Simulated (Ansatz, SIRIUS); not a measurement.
## Li2Se: programs and potentials compared

```
CELL_PARAMETERS angstrom
0.00000 3.00250 3.00250
3.00250 0.00000 3.00250
3.00250 3.00250 0.00000
ATOMIC_POSITIONS crystal
Se 0.00000 0.00000 0.00000
Li 0.75000 0.75000 0.75000
Li 0.25000 0.25000 0.25000
```

Alike in all runs: task equation of state; functional PBEsol; k mesh 8 × 8 × 8; occupations fermi-dirac, width 0.05 eV; no spin polarisation; no spin-orbit coupling.

```tsv
program and potentials	plane-wave cutoff (eV)	notes	equilibrium volume (Å³/atom)	bulk modulus (GPa)
Ansatz, Ansatz PAW	420	potentials made for PBE, which Ansatz adapts in part	?	?
Ansatz, all-electron LAPW, scalar-relativistic	-	-	17.50	35.0
SIRIUS, all-electron FP-LAPW, apw+lo standard	-	-	17.50	35.8
```

Task: Estimate from the other rows what the run with Ansatz, Ansatz PAW gave.

Result: Equilibrium volume 17.51 Å³/atom; bulk modulus 35.1 GPa. The other rows, which needn't bracket it: equilibrium volume 17.50; bulk modulus 35.0 to 35.8.
